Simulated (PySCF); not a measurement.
# Nb (Fm-3m) in PySCF: convergence with density cutoff

Aim: find how far density cutoff must go before the results for Nb settle, at PBE. This setting moves, with any that are tied to it; all else stays.

All numbers are computed with PySCF 2.14.0; they aren't measurements. Logs are shortened: lines on timing, memory, paths and dates and some standing lists are left out, and cuts for length are marked.

## 1. The crystal as given

The structure is cubic, space group Fm-3m (No. 225). Conventional cell: a = 4.230 Å, b = 4.230 Å, c = 4.230 Å, α = 90.00°, β = 90.00°, γ = 90.00°. Nb (site symmetry m-3m) is surrounded by 12 Nb at 2.99 Å.

This isn't the form of Nb at room conditions, which is bcc.

## 2. With density cutoff 15 Ha

Input file run.py:

```python
import json
import numpy as np
from pyscf.pbc import gto, scf, dft, df

cell = gto.Cell()
cell.basis = 'DZVP-MOLOPT-SR-GTH-q13'
cell.pseudo = 'GTH-PBE-q13'
cell.fromfile('POSCAR', format='poscar')
cell.ke_cutoff = 15  # hartree
cell.exp_to_discard = 0.02
cell.precision = 1e-08
cell.space_group_symmetry = True
cell.symmorphic = False
cell.max_memory = 2940  # MB
cell.verbose = 4
cell.build()

res = {}
kpts = cell.make_kpts([2, 2, 2], space_group_symmetry=True, time_reversal_symmetry=True)
cell.space_group_symmetry = False  # the mesh holds the operations; no search on the supercells of the integral code
mf = dft.KRKS(cell, kpts, xc='pbe')
mf = mf.multigrid_numint()
mf = mf.smearing(sigma=0.00183747, method='fermi')  # hartree
mf.conv_tol = 1e-07
mf.max_cycle = 60

mf.kernel()
res.update(converged=bool(mf.converged), e_tot=mf.e_tot, nelec=cell.nelectron, nao=cell.nao, mesh=list(map(int, cell.mesh)), a=cell.lattice_vectors().tolist(), coords=cell.atom_coords().tolist(),
           mo_energy=[np.real(x).tolist() for x in mf.mo_energy], mo_occ=[np.real(x).tolist() for x in mf.mo_occ])
res.update(e_free=mf.e_free, e_zero=mf.e_zero)
res.update(kpts=kpts.kpts_scaled_ibz.tolist(), weights=kpts.weights_ibz.tolist())
res['parts'] = {k: float(np.real(v)) for k, v in mf.scf_summary.items() if np.isscalar(v)}
json.dump(res, open('results.json', 'w'))
if not mf.converged:
    raise SystemExit('SCF not converged')

print('levels (eV)')
for i, kp in enumerate(res['kpts'][:40]):
    print('k %7.4f %7.4f %7.4f  ' % tuple(kp), ' '.join('%.3f' % (x * 27.211386) for x in res['mo_energy'][i][:12]))

mf = mf.to_khf()  # unfold to the whole mesh
kpts = mf.kpts
# Mulliken populations
dm, s = np.asarray(mf.make_rdm1()), np.asarray(mf.get_ovlp())
sites = cell.aoslice_by_atom()[:, 2:]
tot = np.einsum('kij,kji->i', dm, s).real / len(kpts)
res['mulliken'] = [cell.atom_charge(i) - tot[a0:a1].sum() for i, (a0, a1) in enumerate(sites)]
print('Mulliken charges', np.round(res['mulliken'], 5))
res['meta_lowdin'] = mf.mulliken_meta()[1].tolist()
res['done'] = True
json.dump(res, open('results.json', 'w'))
```

Input file POSCAR:

```
Nb
1.0
    0.0000000000      2.1150000000      2.1150000000
    2.1150000000      0.0000000000      2.1150000000
    2.1150000000      2.1150000000      0.0000000000
Nb
1
Direct
    0.0000000000      0.0000000000      0.0000000000
```

Potentials or basis: DZVP-MOLOPT-SR/GTH-PBE (potentials made for PBE).

Started as:

```sh
> OMP_NUM_THREADS=2 python -u run.py > log
```

Wall time 3.3 s (2 threads of AMD EPYC 9B45 (Zen 5), shared host); peak memory 0.13 GiB.

Results:

| Item | Value |
| --- | --- |
| Free energy | -1555.0110 eV |
| Band gap on the k mesh | none (metal or under the smearing width) |

## 3. With density cutoff 26 Ha

run.py: that of step 2 with these lines changed.

```diff
@@ -8,3 +8,3 @@
 cell.fromfile('POSCAR', format='poscar')
-cell.ke_cutoff = 15  # hartree
+cell.ke_cutoff = 26  # hartree
 cell.exp_to_discard = 0.02
```

POSCAR is that of step 2.

Potentials or basis: DZVP-MOLOPT-SR/GTH-PBE (potentials made for PBE).

Started as:

```sh
> OMP_NUM_THREADS=2 python -u run.py > log
```

Run time: 6.6 s. Hardware: 2 threads of AMD EPYC 9B45 (Zen 5), shared host; peak memory 0.14 GiB.

Results:

```yaml
Free_energy: -1554.5853 eV
Band_gap_on_the_k_mesh: none (metal or under the smearing width)
```

## 4. With density cutoff 36 Ha

run.py: that of step 3 with these lines changed.

```diff
@@ -8,3 +8,3 @@
 cell.fromfile('POSCAR', format='poscar')
-cell.ke_cutoff = 26  # hartree
+cell.ke_cutoff = 36  # hartree
 cell.exp_to_discard = 0.02
```

POSCAR is that of step 3.

Started as:

```sh
> OMP_NUM_THREADS=2 python -u run.py > log
```

Wall time 8.4 s (2 threads of AMD EPYC 9B45 (Zen 5), shared host); peak memory 0.14 GiB.

What came out:

```
Free energy            : -1554.4872 eV
Band gap on the k mesh : none (metal or under the smearing width)
```

## 5. With density cutoff 52 Ha

run.py: that of step 4 with these lines changed.

```diff
@@ -8,3 +8,3 @@
 cell.fromfile('POSCAR', format='poscar')
-cell.ke_cutoff = 36  # hartree
+cell.ke_cutoff = 52  # hartree
 cell.exp_to_discard = 0.02
```

POSCAR is that of step 4.

Started as:

```sh
> OMP_NUM_THREADS=2 python -u run.py > log
```

Wall time 13 s (2 threads of AMD EPYC 9B45 (Zen 5), shared host); peak memory 0.16 GiB.

Results:

```yaml
Free_energy: -1554.4817 eV
Band_gap_on_the_k_mesh: none (metal or under the smearing width)
```

## 6. With density cutoff 67 Ha

run.py: that of step 5 with these lines changed.

```diff
@@ -8,3 +8,3 @@
 cell.fromfile('POSCAR', format='poscar')
-cell.ke_cutoff = 52  # hartree
+cell.ke_cutoff = 67  # hartree
 cell.exp_to_discard = 0.02
```

POSCAR is that of step 5.

Potentials or basis: DZVP-MOLOPT-SR/GTH-PBE (potentials made for PBE).

Started as:

```sh
> OMP_NUM_THREADS=2 python -u run.py > log
```

Run time: 16 s. Hardware: 2 threads of AMD EPYC 9B45 (Zen 5), shared host; peak memory 0.17 GiB.

The run converged. Its results:

- Free energy: -1554.4803 eV
- Band gap on the k mesh: none (metal or under the smearing width)

## 7. With density cutoff 82 Ha

run.py: that of step 6 with these lines changed.

```diff
@@ -8,3 +8,3 @@
 cell.fromfile('POSCAR', format='poscar')
-cell.ke_cutoff = 67  # hartree
+cell.ke_cutoff = 82  # hartree
 cell.exp_to_discard = 0.02
```

POSCAR is that of step 6.

Started as:

```sh
> OMP_NUM_THREADS=2 python -u run.py > log
```

Run time: 20 s. Hardware: 2 threads of AMD EPYC 9B45 (Zen 5), shared host; peak memory 0.18 GiB.

Results (log left out):

```
Free energy            : -1554.4797 eV
Band gap on the k mesh : none (metal or under the smearing width)
```

## 8. With density cutoff 103 Ha

run.py: that of step 7 with these lines changed.

```diff
@@ -8,3 +8,3 @@
 cell.fromfile('POSCAR', format='poscar')
-cell.ke_cutoff = 82  # hartree
+cell.ke_cutoff = 103  # hartree
 cell.exp_to_discard = 0.02
```

POSCAR is that of step 7.

Started as:

```sh
> OMP_NUM_THREADS=2 python -u run.py > log
```

Wall time 26 s (2 threads of AMD EPYC 9B45 (Zen 5), shared host); peak memory 0.2 GiB.

It converged, with:

- Free energy: -1554.4796 eV
- Band gap on the k mesh: none (metal or under the smearing width)

## 9. With density cutoff 129 Ha

run.py: that of step 8 with these lines changed.

```diff
@@ -8,3 +8,3 @@
 cell.fromfile('POSCAR', format='poscar')
-cell.ke_cutoff = 103  # hartree
+cell.ke_cutoff = 129  # hartree
 cell.exp_to_discard = 0.02
```

POSCAR is that of step 8.

Potentials or basis: DZVP-MOLOPT-SR/GTH-PBE (potentials made for PBE).

Started as:

```sh
> OMP_NUM_THREADS=2 python -u run.py > log
```

Wall time 37 s (2 threads of AMD EPYC 9B45 (Zen 5), shared host); peak memory 0.25 GiB.

The run converged. Its results:

```
Free energy            : -1554.4796 eV
Band gap on the k mesh : none (metal or under the smearing width)
```

## 10. With density cutoff 154 Ha

run.py: that of step 9 with these lines changed.

```diff
@@ -8,3 +8,3 @@
 cell.fromfile('POSCAR', format='poscar')
-cell.ke_cutoff = 129  # hartree
+cell.ke_cutoff = 154  # hartree
 cell.exp_to_discard = 0.02
```

POSCAR is that of step 9.

Potentials or basis: DZVP-MOLOPT-SR/GTH-PBE (potentials made for PBE).

Started as:

```sh
> OMP_NUM_THREADS=2 python -u run.py > log
```

The log of the run:

```text
pyscf/pbc/gto/cell.py:1403: UserWarning: Electron number 13 and spin 0 are not consistent in cell

  warnings.warn('Electron number %d and spin %d are not consistent '
Discarded 0 diffused primitive functions, 0 contracted functions
time reversal: False
k-points in IBZ                         weights
  0:  0.000000,  0.000000,  0.000000    1/8
  1:  0.500000,  0.500000,  0.000000    3/8
  2:  0.500000,  0.500000,  0.500000    4/8

******** <class 'pyscf.pbc.scf.smearing.SmearingKsymAdaptedKRKS'> ********
method = SmearingKsymAdaptedKRKS
initial guess = minao
damping factor = 0
level_shift factor = 0
DIIS = <class 'pyscf.scf.diis.CDIIS'>
diis_start_cycle = 1
diis_space = 8
diis_damp = 0
SCF conv_tol = 1e-07
SCF conv_tol_grad = None
SCF max_cycles = 60
direct_scf = True
direct_scf_tol = 1e-13

******** PBC SCF flags ********
N kpts (BZ) = 8
N kpts (IBZ) = 3
Exchange divergence treatment (exxdiv) = ewald
    madelung (= occupied orbital energy shift) = 0.2867854048265276
    Total energy shift due to Ewald probe charge = -1/2 * Nelec*madelung = -1.86410513137
DF object = <pyscf.pbc.df.fft.FFTDF object>
XC functionals = pbe
small_rho_cutoff = 0
Uniform grid, mesh = [33 33 33]
Set gradient conv threshold to 0.000316228
nelec by numeric integration = 12.99999999999966
init E= -57.4590666018546
    sigma = 0.00183747  Optimized mu = 0.648036910261  entropy = 0.854976256311
nelec by numeric integration = 12.999999999995177
    Total E(T) = -57.1232187466778  Free energy = -57.1247897398995  E0 = -57.1240042432887
cycle= 1 E= -57.1232187466778  delta_E= 0.336  |g|= 0.0818  |ddm|= 4.56
    sigma = 0.00183747  Optimized mu = 0.668175748025  entropy = 0.687258678355
nelec by numeric integration = 12.999999999993719
    Total E(T) = -57.1241696861065  Free energy = -57.1254325033103  E0 = -57.1248010947084
cycle= 2 E= -57.1241696861065  delta_E= -0.000951  |g|= 0.0612  |ddm|= 0.799
    sigma = 0.00183747  Optimized mu = 0.662165169229  entropy = 0.718948977245
nelec by numeric integration = 12.99999999999452
    Total E(T) = -57.1247501156997  Free energy = -57.1260711628769  E0 = -57.1254106392883
cycle= 3 E= -57.1247501156997  delta_E= -0.00058  |g|= 0.00188  |ddm|= 0.326
    sigma = 0.00183747  Optimized mu = 0.661875904315  entropy = 0.721341285964
nelec by numeric integration = 12.999999999994275
    Total E(T) = -57.1247463606083  Free energy = -57.126071803581  E0 = -57.1254090820946
cycle= 4 E= -57.1247463606083  delta_E= 3.76e-06  |g|= 3.77e-06  |ddm|= 0.0106
    sigma = 0.00183747  Optimized mu = 0.66187580061  entropy = 0.721321852401
nelec by numeric integration = 12.99999999999458
    Total E(T) = -57.1247463963192  Free energy = -57.1260718035833  E0 = -57.1254090999512
cycle= 5 E= -57.1247463963192  delta_E= -3.57e-08  |g|= 7.85e-08  |ddm|= 3.66e-05
    sigma = 0.00183747  Optimized mu = 0.661875781223  entropy = 0.721322279509
nelec by numeric integration = 12.999999999994328
    Total E(T) = -57.1247463955351  Free energy = -57.126071803584  E0 = -57.1254090995595
Extra cycle  E= -57.1247463955351  delta_E= 7.84e-10  |g|= 5.47e-08  |ddm|= 9.26e-07
converged SCF energy = -57.1247463955351
levels (eV)
k  0.0000  0.0000  0.0000   -38.106 -12.413 -12.413 -12.413 11.358 18.032 18.032 18.032 20.677 20.677 32.390 38.093
k  0.5000  0.5000  0.0000   -37.857 -13.543 -12.843 -12.843 13.682 14.514 21.354 22.661 23.298 23.298 30.363 30.363
k  0.5000  0.5000  0.5000   -37.918 -13.625 -12.569 -12.569 13.921 17.823 17.823 19.009 22.712 22.712 28.373 32.675
Mulliken charges [-0.]
 ** Mulliken pop on meta-lowdin orthogonal AOs **
 ** Mulliken pop  **
pop of  0 Nb 4s           1.99989
pop of  0 Nb 5s           0.55175
pop of  0 Nb 6s           0.00038
pop of  0 Nb 4px          1.99848
pop of  0 Nb 4py          1.99848
pop of  0 Nb 4pz          1.99848
pop of  0 Nb 5px          0.00127
pop of  0 Nb 5py          0.00127
pop of  0 Nb 5pz          0.00127
pop of  0 Nb 4dxy         0.85533
pop of  0 Nb 4dyz         0.85533
pop of  0 Nb 4dz^2        0.93565
pop of  0 Nb 4dxz         0.85533
pop of  0 Nb 4dx2-y2      0.93565
pop of  0 Nb 5dxy         0.00192
pop of  0 Nb 5dyz         0.00192
pop of  0 Nb 5dz^2        0.00247
pop of  0 Nb 5dxz         0.00192
pop of  0 Nb 5dx2-y2      0.00247
pop of  0 Nb 4f-3         0.00010
pop of  0 Nb 4f-2         0.00008
pop of  0 Nb 4f-1         0.00013
pop of  0 Nb 4f+0         0.00005
pop of  0 Nb 4f+1         0.00013
pop of  0 Nb 4f+2         0.00017
pop of  0 Nb 4f+3         0.00010
 ** Mulliken atomic charges  **
charge of    0Nb =     -0.00000
```

Wall time 2.4 min (2 threads of AMD EPYC 9B45 (Zen 5), shared host); peak memory 0.64 GiB.

Results:

* Free energy: -1554.4796 eV
* Band gap on the k mesh: none (metal or under the smearing width)

## 11. Result

| density cutoff | energy less the tightest run, at zero smearing (meV/atom) | SCF cycles | CPU time (s) | peak memory (GiB) |
| --- | --- | --- | --- | --- |
| 15 Ha | -533.87 | 6 | 5.9 | 0.13 |
| 26 Ha | -106.63 | 6 | 12 | 0.14 |
| 36 Ha | -7.70 | 6 | 16 | 0.14 |
| 52 Ha | -2.05 | 5 | 25 | 0.16 |
| 67 Ha | -0.74 | 5 | 32 | 0.17 |
| 82 Ha | -0.11 | 5 | 40 | 0.18 |
| 103 Ha | -0.01 | 5 | 52 | 0.2 |
| 129 Ha | 0.00 | 5 | 73 | 0.25 |
| 154 Ha | 0.00 | 5 | 280 | 0.64 |

Against the tightest run, the energy stays within 1 meV/atom from 67 Ha on. The tightest run that finished is the yardstick and may itself not be fully converged.

Caveats: all runs use coarse meshes; the basis of atomic orbitals isn't converged, which shifts pressures, moduli and gaps.
